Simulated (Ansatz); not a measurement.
Runs of Ansatz 0.2.0 on Pb. It takes space group Fm-3m (No. 225, cubic). Conventional cell: a = 4.950 Å, b = 4.950 Å, c = 4.950 Å, α = 90.00°, β = 90.00°, γ = 90.00°. Pb (site symmetry m-3m) has 12 Pb at 3.50 Å as nearest neighbours. 

| task | level | potentials or basis | spin | fixed moment (μB) | cell | k mesh | cutoff (eV) | smearing | optics k mesh | broadening | scf mixing preconditioner | basis error allowed | other keys | mesh quality | gap on the mesh (eV) | pressure (GPa) | moment (μB) |
| --- | --- | --- | --- | --- | --- | --- | --- | --- | --- | --- | --- | --- | --- | --- | --- | --- | --- |
| optical spectrum | SVWN5 | all-electron LAPW, scalar-relativistic | off | - | volume scaled by 1.08 | 9 × 9 × 9 | 144 | methfessel-paxton 0.01 eV | 13 × 13 × 13 | 0.1 eV | - | 0.001 eV/atom | - | not flagged | none | - | - |
| single point | PBE | all-electron LAPW, scalar-relativistic | off | - | as given | 4 × 4 × 4 | 142 | fermi-dirac 0.03 eV | - | - | - | 0.002 eV/atom | - | coarse | none | 1.9 | - |
| single point | PBEsol+D4 | all-electron PAW datasets made for the crystal | collinear, ferromagnetic start | - | as given | 9 × 9 × 9 | 260 | cold 0.15 eV | - | - | - | - | - | not flagged | none | -1.9 | 0.00 |
| projected density of states | RPBE+D4 | all-electron PAW datasets made for the crystal | collinear, random start | - | as given | 9 × 9 × 9 | 260 | fermi-dirac 0.025 eV | - | - | - | - | - | not flagged | - | (b) | 0.00 |
| single point | PBE | all-electron LAPW, scalar-relativistic | off | - | as given | 6 × 6 × 6 | 142 | fermi-dirac 0.03 eV | - | - | - | 0.002 eV/atom | - | coarse | none | (a) | - |
| electrostatic potential | PBE | all-electron PAW datasets made for the crystal | collinear, program default start | 1.0 | as given | 9 × 9 × 9 | 260 | fermi-dirac 0.1 eV | - | - | resta | - | scf.mixing.preconditioner = resta | not flagged | - | 6.0 | - |

Q: Estimate the missing entries.

A: (a) 3.3; (b) 0.3.

Caveats: some runs use coarse meshes; pairwise dispersion overbinds metals, which lowers pressure and volume (some runs); the starting moments weren't kept (some runs); local fields are left out (some runs); spectra need much finer meshes, so this one isn't converged (some runs); independent-particle spectra lack excitons (some runs); the intraband (Drude) part of a metal's response may be missing (some runs); the program warned that the printed levels may be off, so bands, gaps and densities of states are rough (some runs).

A k mesh can miss the band edges, and the runs leave out spin-orbit coupling on Pb.

A gap of «none» marks a metal or a gap under the smearing width.

The runs don't all hold the same shells in valence.
